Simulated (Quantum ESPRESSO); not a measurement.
# How GaP absorbs and reflects light, part 2 of 3

Aim: the dielectric function of GaP, and the optical constants that follow from it.

Quantum ESPRESSO 7.5; DFT, PBE, plane waves with norm-conserving potentials (PseudoDojo), scalar-relativistic, independent-particle optical response without local fields and without the non-local commutator.

So far, gap on the k-mesh (eV): step 2 (ground state) 1.59.

## (3) Ground state with the final occupations

Level of this step: DFT, PBE, plane waves with norm-conserving potentials (PseudoDojo), scalar-relativistic, ground state (Quantum ESPRESSO).

With the gap or the metal settled, the ground state is repeated with the fitting occupations, and the later steps take its density.

scf.in

```
&control
  calculation = 'scf'
  prefix = 'x'
  outdir = './tmp'
  pseudo_dir = './'
  verbosity = 'high'
/
&system
  ibrav = 0
  nat = 2
  ntyp = 2
  ecutwfc = 90
  occupations = 'fixed'
/
&electrons
  conv_thr = 1e-09
  electron_maxstep = 100
/
ATOMIC_SPECIES
  Ga 1.0 Ga.upf
  P 1.0 P.upf
CELL_PARAMETERS angstrom
  0.000000000000 2.725250000000 2.725250000000
  2.725250000000 0.000000000000 2.725250000000
  2.725250000000 2.725250000000 0.000000000000
ATOMIC_POSITIONS crystal
  Ga 0.000000000000 0.000000000000 0.000000000000
  P 0.750000000000 0.750000000000 0.750000000000
K_POINTS automatic
  7 7 7 0 0 0
```

On the command line:

```sh
mpirun -n 4 pw.x -nk 4 -in scf.in
```

Log:

```text
[banner, memory and clock lines left out]

     using ibrav=0 with symmetry is DISCOURAGED, use correct ibrav instead

     G-vector sticks info

     bravais-lattice index     =            0
     lattice parameter (alat)  =       7.2832  a.u.
     unit-cell volume          =     273.1780 (a.u.)^3
     number of atoms/cell      =            2
     number of atomic types    =            2
     number of electrons       =        18.00
     number of Kohn-Sham states=            9
     kinetic-energy cutoff     =      90.0000  Ry
     charge density cutoff     =     360.0000  Ry
     scf convergence threshold =      1.0E-09
     mixing beta               =       0.7000
     number of iterations used =            8  plain     mixing
     Exchange-correlation= PBE
                           (   1   4   3   4   0   0   0)

     celldm(1)=   7.283166  celldm(2)=   0.000000  celldm(3)=   0.000000
     celldm(4)=   0.000000  celldm(5)=   0.000000  celldm(6)=   0.000000

     crystal axes: (cart. coord. in units of alat)
               a(1) = (   0.000000   0.707107   0.707107 )
               a(2) = (   0.707107   0.000000   0.707107 )
               a(3) = (   0.707107   0.707107   0.000000 )

     reciprocal axes: (cart. coord. in units 2 pi/alat)
               b(1) = ( -0.707107  0.707107  0.707107 )
               b(2) = (  0.707107 -0.707107  0.707107 )
               b(3) = (  0.707107  0.707107 -0.707107 )

     ./Ga.upf
     Pseudo is Norm-conserving + core correction, Zval = 13.0
     Generated using ONCVPSP code by D. R. Hamann
     Using radial grid of 1902 points,  6 beta functions with:
                l(1) =   0
                l(2) =   0
                l(3) =   1
                l(4) =   1
                l(5) =   2
                l(6) =   2

     ./P.upf
     Pseudo is Norm-conserving + core correction, Zval =  5.0
     Generated using ONCVPSP code by D. R. Hamann
     Using radial grid of 1298 points,  6 beta functions with:
                l(1) =   0
                l(2) =   0
                l(3) =   1
                l(4) =   1
                l(5) =   2
                l(6) =   2

     atomic species   valence    mass     pseudopotential
     Ga               13.00     1.00000     Ga( 1.00)
     P                 5.00     1.00000     P ( 1.00)

     24 Sym. Ops. (no inversion) found

                                    s                        frac. trans.

     [... symmetry matrices left out ...]
   Cartesian axes

     site n.     atom                  positions (alat units)
         1        Ga     tau(   1) = (   0.0000000   0.0000000   0.0000000  )
         2        P      tau(   2) = (   1.0606602   1.0606602   1.0606602  )

   Crystallographic axes

     site n.     atom                  positions (cryst. coord.)
         1        Ga     tau(   1) = (  0.0000000  0.0000000  0.0000000  )
         2        P      tau(   2) = (  0.7500000  0.7500000  0.7500000  )

     number of k points=    20
                       cart. coord. in units 2pi/alat
        k(    1) = (   0.0000000   0.0000000   0.0000000), wk =   0.0058309
        k(    2) = (   0.1010153   0.1010153  -0.1010153), wk =   0.0466472
        k(    3) = (   0.2020305   0.2020305  -0.2020305), wk =   0.0466472
        k(    4) = (   0.3030458   0.3030458  -0.3030458), wk =   0.0466472
        k(    5) = (   0.2020305  -0.0000000   0.0000000), wk =   0.0349854
        k(    6) = (   0.3030458   0.1010153  -0.1010153), wk =   0.1399417
        k(    7) = (   0.4040610   0.2020305  -0.2020305), wk =   0.1399417
        k(    8) = (  -0.2020305  -0.4040610   0.4040610), wk =   0.1399417
        k(    9) = (  -0.1010153  -0.3030458   0.3030458), wk =   0.1399417
        k(   10) = (  -0.0000000  -0.2020305   0.2020305), wk =   0.0699708
        k(   11) = (   0.4040610  -0.0000000   0.0000000), wk =   0.0349854
        k(   12) = (   0.5050763   0.1010153  -0.1010153), wk =   0.1399417
        k(   13) = (  -0.1010153  -0.5050763   0.5050763), wk =   0.1399417
        k(   14) = (   0.0000000  -0.4040610   0.4040610), wk =   0.0699708
        k(   15) = (   0.6060915  -0.0000000   0.0000000), wk =   0.0349854
        k(   16) = (  -0.0000000  -0.6060915   0.6060915), wk =   0.0699708
[...]
cryst. coord.
[...]
k(   13) = (  -0.0000000   0.2857143  -0.4285714), wk =   0.1399417
        k(   14) = (  -0.0000000   0.2857143  -0.2857143), wk =   0.0699708
        k(   15) = (   0.0000000   0.4285714   0.4285714), wk =   0.0349854
        k(   16) = (   0.0000000   0.4285714  -0.4285714), wk =   0.0699708
        k(   17) = (   0.1428571   0.2857143   0.4285714), wk =   0.1399417
        k(   18) = (   0.1428571   0.2857143  -0.4285714), wk =   0.2798834
        k(   19) = (   0.1428571   0.4285714  -0.4285714), wk =   0.1399417
        k(   20) = (   0.1428571   0.4285714  -0.2857143), wk =   0.1399417

     Dense  grid:    31283 G-vectors     FFT dimensions: (  45,  45,  45)

     Initial potential from superposition of free atoms

     starting charge      17.9972, renormalised to      18.0000
     Starting wfcs are   13 randomized atomic wfcs

     Self-consistent Calculation

     iteration #  1     ecut=    90.00 Ry     beta= 0.70
     Davidson diagonalization with overlap

            54 MiB given to the printing process from OS
            25 MiB allocation reported by mallinfo(arena+hblkhd)
------------------
     ethr =  1.00E-02,  avg # of iterations =  2.0

     Threshold (ethr) on eigenvalues was too large:
     Diagonalizing with lowered threshold

     Davidson diagonalization with overlap

            56 MiB given to the printing process from OS
            28 MiB allocation reported by mallinfo(arena+hblkhd)
------------------
     ethr =  3.99E-04,  avg # of iterations =  2.3

     total energy              =    -166.83633712 Ry
     estimated scf accuracy    <       0.07504186 Ry

     iteration #  2     ecut=    90.00 Ry     beta= 0.70
     Davidson diagonalization with overlap

            67 MiB given to the printing process from OS
            34 MiB allocation reported by mallinfo(arena+hblkhd)
------------------
     ethr =  4.17E-04,  avg # of iterations =  3.1

     total energy              =    -166.85450537 Ry
     estimated scf accuracy    <       0.01462747 Ry

     iteration #  3     ecut=    90.00 Ry     beta= 0.70
     Davidson diagonalization with overlap

            67 MiB given to the printing process from OS
            35 MiB allocation reported by mallinfo(arena+hblkhd)
------------------
     ethr =  8.13E-05,  avg # of iterations =  2.4

     total energy              =    -166.85680432 Ry
     estimated scf accuracy    <       0.00061975 Ry

     iteration #  4     ecut=    90.00 Ry     beta= 0.70
     Davidson diagonalization with overlap

            68 MiB given to the printing process from OS
            35 MiB allocation reported by mallinfo(arena+hblkhd)
------------------
     ethr =  3.44E-06,  avg # of iterations =  3.9

     total energy              =    -166.85698834 Ry
     estimated scf accuracy    <       0.00038164 Ry

     iteration #  5     ecut=    90.00 Ry     beta= 0.70
     Davidson diagonalization with overlap

            69 MiB given to the printing process from OS
            36 MiB allocation reported by mallinfo(arena+hblkhd)
------------------
     ethr =  2.12E-06,  avg # of iterations =  2.0

     total energy              =    -166.85705275 Ry
     estimated scf accuracy    <       0.00000443 Ry

     iteration #  6     ecut=    90.00 Ry     beta= 0.70
     Davidson diagonalization with overlap

            70 MiB given to the printing process from OS
            37 MiB allocation reported by mallinfo(arena+hblkhd)
------------------
     ethr =  2.46E-08,  avg # of iterations =  5.2

     total energy              =    -166.85705730 Ry
     estimated scf accuracy    <       0.00001551 Ry

     iteration #  7     ecut=    90.00 Ry     beta= 0.70
     Davidson diagonalization with overlap

            71 MiB given to the printing process from OS
            38 MiB allocation reported by mallinfo(arena+hblkhd)
------------------
     ethr =  2.46E-08,  avg # of iterations =  3.5

     total energy              =    -166.85705981 Ry
     estimated scf accuracy    <       0.00000018 Ry

     iteration #  8     ecut=    90.00 Ry     beta= 0.70
     Davidson diagonalization with overlap

            72 MiB given to the printing process from OS
            39 MiB allocation reported by mallinfo(arena+hblkhd)
------------------
     ethr =  9.91E-10,  avg # of iterations =  4.7

     total energy              =    -166.85705999 Ry
     estimated scf accuracy    <       0.00000015 Ry

     iteration #  9     ecut=    90.00 Ry     beta= 0.70
     Davidson diagonalization with overlap

            73 MiB given to the printing process from OS
            40 MiB allocation reported by mallinfo(arena+hblkhd)
------------------
     ethr =  8.43E-10,  avg # of iterations =  1.0

     total energy              =    -166.85705997 Ry
     estimated scf accuracy    <       0.00000006 Ry

     iteration # 10     ecut=    90.00 Ry     beta= 0.70
     Davidson diagonalization with overlap

            74 MiB given to the printing process from OS
            41 MiB allocation reported by mallinfo(arena+hblkhd)
------------------
     ethr =  3.43E-10,  avg # of iterations =  2.2

     total energy              =    -166.85705998 Ry
     estimated scf accuracy    <          1.0E-09 Ry

     iteration # 11     ecut=    90.00 Ry     beta= 0.70
     Davidson diagonalization with overlap

            74 MiB given to the printing process from OS
            41 MiB allocation reported by mallinfo(arena+hblkhd)
------------------
     ethr =  5.76E-12,  avg # of iterations =  4.8

     End of self-consistent calculation

          k = 0.0000 0.0000 0.0000 (  3839 PWs)   bands (ev):

    -6.9520  -6.9520  -6.9520  -6.8547  -6.8547  -4.8782   7.6149   7.6149
     7.6149

     occupation numbers
     1.0000   1.0000   1.0000   1.0000   1.0000   1.0000   1.0000   1.0000
     1.0000

          k = 0.1010 0.1010-0.1010 (  3906 PWs)   bands (ev):

    -6.9693  -6.9460  -6.9460  -6.8547  -6.8547  -4.6152   5.6621   7.3269
     7.3269

     occupation numbers
     1.0000   1.0000   1.0000   1.0000   1.0000   1.0000   1.0000   1.0000
     1.0000

          k = 0.2020 0.2020-0.2020 (  3918 PWs)   bands (ev):

    -7.0043  -6.9347  -6.9347  -6.8525  -6.8525  -3.8861   3.1419   6.8399
     6.8399

     occupation numbers
     1.0000   1.0000   1.0000   1.0000   1.0000   1.0000   1.0000   1.0000
     1.0000

          k = 0.3030 0.3030-0.3030 (  3915 PWs)   bands (ev):

    -7.0295  -6.9282  -6.9282  -6.8480  -6.8480  -2.9990   1.2910   6.5377
     6.5377

     occupation numbers
     1.0000   1.0000   1.0000   1.0000   1.0000   1.0000   1.0000   1.0000
     1.0000

          k = 0.2020-0.0000 0.0000 (  3919 PWs)   bands (ev):

    -6.9802  -6.9402  -6.9402  -6.8601  -6.8506  -4.5279   5.7632   6.8182
     6.8182

     occupation numbers
     1.0000   1.0000   1.0000   1.0000   1.0000   1.0000   1.0000   1.0000
     1.0000

     [... further k points left out ...]

     highest occupied level (ev):     7.6149

!    total energy              =    -166.85705998 Ry
     estimated scf accuracy    <          8.4E-10 Ry

     The total energy is the sum of the following terms:
     one-electron contribution =     -76.59667408 Ry
     hartree contribution      =      52.24455442 Ry
     xc contribution           =     -46.02731643 Ry
     ewald contribution        =     -96.47762389 Ry

     convergence has been achieved in  11 iterations

     XML data file, charge density, pseudopotentials, collected wavefunctions

                                        0.00s GPU  (     263 calls)
```

The job ended after 4.7 s (4 MPI ranks of Arm Neoverse V2, shared host; peak memory 0.07 GiB; 18 s of CPU time).

(Part 2 of 3 ends here.)

[Machine, clock, banner and «Message from routine» lines are left out of the logs.]

[Logs are printed without paths, hosts, clocks, repeated set-up lines and the standing remarks that a program may print on its own settings, such as how far it seeks lower states.]

[Hosts, paths, dates, database ids (printed as entryN), source tags and the programs' standing remarks are cut or masked in the printed files.]
